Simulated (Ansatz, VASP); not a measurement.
Two plane-wave programs on SnO

File INCAR:

```
PREC     = Accurate       # precision mode
ENCUT    = 520            # plane-wave cutoff, eV
EDIFF    = 1E-6           # SCF threshold, eV
ISMEAR   = -1             # smearing method
SIGMA    = 0.02           # smearing width, eV
LREAL    = False          # projectors in reciprocal space
LASPH    = True           # aspherical terms in the spheres
NELM     = 80             # most SCF steps
ALGO     = Normal         # electronic algorithm
ISIF     = 2              # what is computed and relaxed
LWAVE    = False          # write WAVECAR
LCHARG   = False          # write CHGCAR
GGA      = PE             # functional
NBANDS   = 28             # bands
```

Contents of KPOINTS:

```
Automatic mesh
0
Gamma
  6 6 6
```

File POSCAR:

```
SnO
1.0
    3.7925880617      0.0000000000      0.0000000000
    0.0000000000      3.7925880617      0.0000000000
    0.0000000000      0.0000000000      4.8535549724
Sn O
2 2
Direct
    0.0000000000      0.5000000000      0.2368671123
    0.5000000000      0.0000000000      0.7631328877
    0.5000000000      0.5000000000      0.0000000000
    0.0000000000      0.0000000000      0.0000000000
```

Input for Ansatz:

```yaml
crystal:
  lattice:
    - [3.7925880617, 0.0, 0.0]
    - [0.0, 3.7925880617, 0.0]
    - [0.0, 0.0, 4.8535549724]
  atoms:
    - { symbol: Sn, position: [0.0, 0.5, 0.2368671123] }
    - { symbol: Sn, position: [0.5, 0.0, 0.7631328877] }
    - { symbol: O, position: [0.5, 0.5, 0.0] }
    - { symbol: O, position: [0.0, 0.0, 0.0] }
kpoints:
  mp_grid: { grid: [6, 6, 6] }
  band_path:
    path:
      - [0.0, 0.0, 0.0]
      - [0.0, 0.5, 0.0]
      - [0.5, 0.5, 0.0]
      - [0.0, 0.0, 0.5]
      - [0.0, 0.5, 0.5]
      - [0.5, 0.5, 0.5]
      - [-0.052083, -0.046875, 0.0]
    npoints: 1
hamiltonian:
  xc: pbe
scf:
  occupations: { method: fermi_dirac, width: 0.02 }
  n_extra_bands: 5
output:
  forces: true
  stress: true
  eigenvalues: true
```

Change from the starting cell: uniaxial_z strain +2.0%.

Alike in both runs: task single point; functional PBE; k mesh 6 × 6 × 6; occupations fermi-dirac, width 0.02 eV; no spin polarisation.

```csv
,VASP,Ansatz
version,VASP 6.6.1,Ansatz 0.2.0
potentials or method,"VASP PAW PBE potentials, release 64 (Sn_d, O)","plane waves, PAW"
plane-wave cutoff (eV),520,420
valence electrons in the cell,40,40
```

Ansatz gave:

```
pressure (GPa)                                  : 4.9
largest component of the traceless stress (GPa) : 0.97
rms of the force components (eV/Å)              : 0.203
```

Q: What did VASP give for the same quantities?

A: Pressure (GPa): 5.2; largest component of the traceless stress (GPa): 0.96; rms of the force components (eV/Å): 0.238.

Atom by atom the forces differ by 0.035 eV/Å (rms over components).

Caveats: spin-orbit coupling is left out, which moves the levels of the heavy elements.
